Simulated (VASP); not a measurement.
# Ge (Fd-3m) in VASP: a series of runs

One crystal, Ge, is run at these levels: PBEsol; tasks: phonons.

All numbers are computed with VASP 6.6.1; they aren't measurements. Logs are shortened: lines on timing, memory, paths and dates and some standing lists are left out, and cuts for length are marked.

## 1. Starting point

It takes space group Fd-3m (No. 227, cubic). Conventional cell: a = 5.658 Å, b = 5.658 Å, c = 5.658 Å, α = 90.00°, β = 90.00°, γ = 90.00°. Around Ge (site symmetry -43m) lie 4 Ge at 2.45 Å.

The cell was built by a generator and needn't be a form met in nature.

## 2. Phonons, PBEsol

File POSCAR:

```
Ge
1.0
    0.0000000000      2.8290000000      2.8290000000
    2.8290000000      0.0000000000      2.8290000000
    2.8290000000      2.8290000000      0.0000000000
Ge
2
Direct
    0.0000000000      0.0000000000      0.0000000000
    0.2500000000      0.2500000000      0.2500000000
```

File INCAR.step1:

```
PREC = Accurate ; ENCUT = 600
EDIFF = 1E-8 ; ISMEAR = -1
SIGMA = 0.03 ; LREAL = F
LASPH = T ; NELM = 80
ALGO = Normal ; ISIF = 3
LWAVE = F ; LCHARG = F
GGA = PS ; NELECT = 27.88679
IBRION = 2 ; NSW = 40
EDIFFG = -0.002
```

File INCAR.step2:

```
PREC = Accurate ; ENCUT = 600
EDIFF = 1E-8 ; ISMEAR = -1
SIGMA = 0.03 ; LREAL = F
LASPH = T ; NELM = 80
ALGO = Normal ; ISIF = 2
LWAVE = F ; LCHARG = F
GGA = PS ; NELECT = 27.88679
IBRION = 6 ; NFREE = 2
POTIM = 0.015 ; NSW = 1
```

File KPOINTS:

```
Automatic mesh
0
Gamma
  24 24 24
```

Potentials or basis: VASP PAW PBE potentials, release 64 (Ge_d).

The run is started by

```console
$ cat potpaw_PBE.64/Ge_d/POTCAR > POTCAR
$ cp INCAR.step1 INCAR
$ mpirun -np 1 vasp_std > vasp.out
$ cp CONTCAR POSCAR
$ cp INCAR.step2 INCAR
$ mpirun -np 1 vasp_std > vasp.out
```

OUTCAR:

```text
PREC = Accurate
   ENCUT = 600
   EDIFF = 1E-8
   ISMEAR = -1
   LREAL = F
   LASPH = T
   NELM = 80
   ISIF = 2
   GGA = PS
   NELECT = 27.88679
   IBRION = 6
   NFREE = 2
   POTIM = 0.015
   NSW = 1

 ion  position               nearest neighbor table
   1  0.000  0.000  0.000-   2 2.41   2 2.41   2 2.41   2 2.41
   2  0.250  0.250  0.250-   1 2.41   1 2.41   1 2.41   1 2.41

  LATTYP: Found a face centered cubic cell.
 ALAT       =     5.5740118997

  Lattice vectors:

 A1 = (   0.0000000000,   2.7870059498,   2.7870059498)
 A2 = (   2.7870059498,   0.0000000000,   2.7870059498)
 A3 = (   2.7870059498,   2.7870059498,   0.0000000000)

Analysis of symmetry for initial positions (statically):
=====================================================================
 Subroutine PRICEL returns:
 Original cell was already a primitive cell.

 Routine SETGRP: Setting up the symmetry group for a
 face centered cubic supercell.

 Subroutine GETGRP returns: Found 48 space group operations
 (whereof 24 operations were pure point group operations)
 out of a pool of 48 trial point group operations.

The static configuration has the point symmetry T_d .
 The point group associated with its full space group is O_h .

Analysis of symmetry for dynamics (positions and initial velocities):
=====================================================================
 Subroutine PRICEL returns:
 Original cell was already a primitive cell.

 Routine SETGRP: Setting up the symmetry group for a
 face centered cubic supercell.

 Subroutine GETGRP returns: Found 48 space group operations
 (whereof 24 operations were pure point group operations)
 out of a pool of 48 trial point group operations.

The dynamic configuration has the point symmetry T_d .
 The point group associated with its full space group is O_h .

 Subroutine INISYM returns: Found 48 space group operations
 (whereof 24 operations are pure point group operations),
 and found     1 'primitive' translations

----------------------------------------------------------------------------------------

                                     Primitive cell

  volume of cell :      43.2956

  direct lattice vectors                    reciprocal lattice vectors
     0.000000000  2.787005950  2.787005950    -0.179403994  0.179403994  0.179403994
     2.787005950  0.000000000  2.787005950     0.179403994 -0.179403994  0.179403994
     2.787005950  2.787005950  0.000000000     0.179403994  0.179403994 -0.179403994

  length of vectors
     3.941421613  3.941421613  3.941421613     0.310736833  0.310736833  0.310736833

  position of ions in fractional coordinates (direct lattice)
     0.000000000  0.000000000  0.000000000
     0.250000000  0.250000000  0.250000000

  ion indices of the primitive-cell ions
   primitive index   ion index
                 1           1
                 2           2

----------------------------------------------------------------------------------------

 KPOINTS: Automatic mesh

Automatic generation of k-mesh.
 Grid dimensions read from file:
 generate k-points for:   24   24   24

 Generating k-lattice:

  Cartesian coordinates                     Fractional coordinates (reciprocal lattice)
    -0.007475166  0.007475166  0.007475166     0.041666667  0.000000000  0.000000000
     0.007475166 -0.007475166  0.007475166     0.000000000  0.041666667  0.000000000
     0.007475166  0.007475166 -0.007475166     0.000000000  0.000000000  0.041666667

  Length of vectors
[... 53 lines left out ...]
   ENCUT  =  600.0 eV  44.10 Ry    6.64 a.u.   7.87  7.87  7.87*2*pi/ulx,y,z
   NELM   =     80;   NELMIN=  2; NELMDL=  0     # of ELM steps
   EDIFF  = 0.1E-07   stopping-criterion for ELM
   LREAL  =      F    real-space projection
   EDIFFG = 0.1E-06   stopping-criterion for IOM
   NSW    =     61    number of steps for IOM
   IBRION =      6    ionic relax: 0-MD 1-quasi-New 2-CG
   NFREE  =      2    steps in history (QN), initial steepest desc. (CG)
   ISIF   =      2    stress and relaxation
   ISYM   =      2    0-nonsym 1-usesym 2-fastsym
   POTIM  = 0.0150    time-step for ionic-motion
   TEBEG  =    0.0;   TEEND  =   0.0 temperature during run
   PSTRESS=    0.0 pullay stress
   NELECT =      27.8868    total number of electrons
   NUPDOWN=      -1.0000    fix difference up-down
   EMIN   =  10.00;   EMAX   =-10.00  energy-range for DOS
   EFERMI =   0.00;   METHOD = LEGACY
   ISMEAR =    -1;   SIGMA  =   0.03  broadening in eV -4-tet -1-fermi 0-gaus
   EFERMI_NEDOS =   21; number of points for ismear=-14 and -15
   IALGO  =     38    algorithm
   IMIX   =      4    mixing-type and parameters
     AMIX     =   0.40;   BMIX     =  1.00
     AMIX_MAG =   1.60;   BMIX_MAG =  1.00
  volume/ion in A,a.u.               =      21.65       146.09
  Fermi-wavevector in a.u.,A,eV,Ry     =   1.413817  2.671726 27.196382  1.998878
  Thomas-Fermi vector in A             =   2.535423
   LORBIT       =      0    0 simple, 1 ext, 2 COOP (PROOUT), +10 PAW based schemes
   GGA     = PS    functional components
   LHFCALC =     F    Hartree Fock is set to
   AEXX    =    0.0000 exact exchange contribution
   IVDW    =     0    specifies the selected vdW correction
   LEPSILON=     F    determine dielectric tensor
   LRPA    =     F    only Hartree local field effects (RPA)
 finite differences with symmetry
 non-spin polarized calculation
  energy-cutoff  :      600.00
  volume of cell :       43.30
 maximum number of plane-waves:      1464
   NGX = 15   NGY = 15   NGZ = 15

--------------------------------------- Ionic step        1  -------------------------------------------

 number of electron      27.8867877 magnetization

 Free energy of the ion-electron system (eV)
  ---------------------------------------------------
  ext. energy  EPLUGINS =         0.00000000
  ---------------------------------------------------
  free energy    TOTEN  =       -10.39554062 eV

  energy without entropy =      -10.39458784  energy(sigma->0) =      -10.39506423

------------------------ aborting loop because EDIFF is reached ----------------------------------------

  FORCE on cell =-STRESS in cart. coord.  units (eV):
  Direction    XX          YY          ZZ          XY          YZ          ZX
  --------------------------------------------------------------------------------------
  -------------------------------------------------------------------------------------
  Total        0.0036794      0.0036794      0.0036794      0.0000000      0.0000000     -0.0000000
  in kB        0.1361596      0.1361596      0.1361596      0.0000000      0.0000000     -0.0000000
  external PRESSURE =       0.1361596 kB  Pullay stress =       0.0000000 kB
[... 59 lines left out ...]
--------------------------------------- Ionic step        3  -------------------------------------------

 number of electron      27.8867883 magnetization

 Free energy of the ion-electron system (eV)
  ---------------------------------------------------
  ext. energy  EPLUGINS =         0.00000000
  ---------------------------------------------------
  free energy    TOTEN  =       -10.39439960 eV

  energy without entropy =      -10.39347031  energy(sigma->0) =      -10.39393496

 E-fermi :   4.5913     XC(G=0): -10.3012

 val. band max:        4.5880588638   @ k =   0.0417  -0.1667   0.1250
 cond. band min:       4.5920375175   @ k =   0.0000   0.2083   0.0000
 fundamental gap:      0.0039786537
 Fermi energy:         4.5912637224

 k-point     1 :       0.0000    0.0000    0.0000
  band No.  band energies     occupation
      1     -19.5951      2.00000
      2     -19.5923      2.00000
      3     -19.5890      2.00000
      4     -19.5510      2.00000
      5     -19.5509      2.00000
      6     -19.3169      2.00000
[... 481 lines left out ...]
      5     -19.5031      2.00000
      6     -19.3532      2.00000
[... 10 lines left out ...]
     17       9.1813      0.00000
     18      12.4936      0.00000

 [... further k-points ...]

------------------------ aborting loop because EDIFF is reached ----------------------------------------

  FORCE on cell =-STRESS in cart. coord.  units (eV):
  Direction    XX          YY          ZZ          XY          YZ          ZX
  --------------------------------------------------------------------------------------
  -------------------------------------------------------------------------------------
  Total        0.0058321      0.0063752      0.0063752      0.0000000     -0.1647849      0.0000000
  in kB        0.2158213      0.2359182      0.2359182      0.0000000     -6.0979554      0.0000000
  external PRESSURE =       0.2292192 kB  Pullay stress =       0.0000000 kB
[... 17 lines left out ...]
  FREE ENERGIE OF THE ION-ELECTRON SYSTEM (eV)
  ---------------------------------------------------
  free  energy   TOTEN  =       -10.3943996033 eV

  energy  without entropy=      -10.3934703100  energy(sigma->0) =      -10.39393496

 INTERNAL STRAIN TENSORS FROM DISPLACED ATOMS
 ============================================

 INTERNAL STRAIN TENSOR FOR ION    1 for displacements in x,y,z  (eV/Angst):
          X           Y           Z          XY          YZ          ZX
  --------------------------------------------------------------------------------
  x    -0.00000    -0.00000    -0.00000     0.00000    10.99690    -0.00000
  y    -0.00000    -0.00000    -0.00000     0.00000     0.00000    10.99690
  z    -0.00000    -0.00000    -0.00000    10.99690    -0.00000     0.00000

 INTERNAL STRAIN TENSOR FOR ION    2 for displacements in x,y,z  (eV/Angst):
          X           Y           Z          XY          YZ          ZX
  --------------------------------------------------------------------------------
  x     0.00000     0.00000     0.00000    -0.00000   -10.99690     0.00000
  y     0.00000     0.00000     0.00000    -0.00000    -0.00000   -10.99690
  z     0.00000     0.00000     0.00000   -10.99690     0.00000    -0.00000

 Eigenvectors and eigenvalues of the dynamical matrix
 ----------------------------------------------------

   1 f  =    8.292693 THz    52.104528 2PiTHz  276.614472 cm-1    34.295808 meV
             X         Y         Z           dx          dy          dz
      0.000000  0.000000  0.000000     0.000000   -0.707107    0.000000
      1.393503  1.393503  1.393503     0.000000    0.707107    0.000000
[... 21 lines left out ...]
   6 f  =    0.000000 THz     0.000000 2PiTHz    0.000000 cm-1     0.000000 meV
             X         Y         Z           dx          dy          dz
      0.000000  0.000000  0.000000     0.000000    0.000000    0.707107
      1.393503  1.393503  1.393503     0.000000    0.000000    0.707107

 ELASTIC MODULI CONTR FROM IONIC RELAXATION (kBar)
 Direction    XX          YY          ZZ          XY          YZ          ZX
 --------------------------------------------------------------------------------
 XX          -0.0000     -0.0000     -0.0000      0.0000      0.0000      0.0000
 YY          -0.0000     -0.0000     -0.0000      0.0000      0.0000      0.0000
 ZZ          -0.0000     -0.0000     -0.0000      0.0000      0.0000      0.0000
 XY           0.0000      0.0000      0.0000   -438.0778      0.0000      0.0000
 YZ           0.0000      0.0000      0.0000      0.0000   -438.0778     -0.0000
 ZX           0.0000      0.0000      0.0000      0.0000     -0.0000   -438.0778
 --------------------------------------------------------------------------------
```

Wall time 19 min (1 thread of Intel Xeon Platinum 8488C (Sapphire Rapids), shared host); peak memory 2.3 GiB.

What came out:

* Relaxed volume: 21.65 Å³/atom
* Relaxed cell: a = 3.941 Å, b = 3.941 Å, c = 3.941 Å, α = 60.00°, β = 60.00°, γ = 60.00°
* Space group after relaxing (to 0.05 Å): Fd-3m (No. 227)
* Highest phonon frequency at Γ: 277 cm⁻¹

The path:
```csv
step,energy change (eV),largest force (eV/Å),pressure (GPa),volume (Å³)
1,0.0000,0.0000,-3.12,45.28
2,-0.0161,0.0000,1.59,42.46
3,-0.0202,0.0000,0.01,43.30
```

Final structure:
```
Ge
1.0
     0.00000    2.78701    2.78701
     2.78701    0.00000    2.78701
     2.78701    2.78701    0.00000
Ge
2
Direct
  0.00000 0.00000 0.00000
  0.25000 0.25000 0.25000
```

Phonon frequencies in cm⁻¹ (negative: imaginary):
| q point | frequencies |
| --- | --- |
| (0.000, 0.000, 0.000) | 0 0 0 277 277 277 |

Caveat: the cell is charged against a uniform background, so pressure and absolute levels hang on convention; the PAW data sets were made with another functional, which shifts forces and pressure a little.

[end of part 1 of 2]
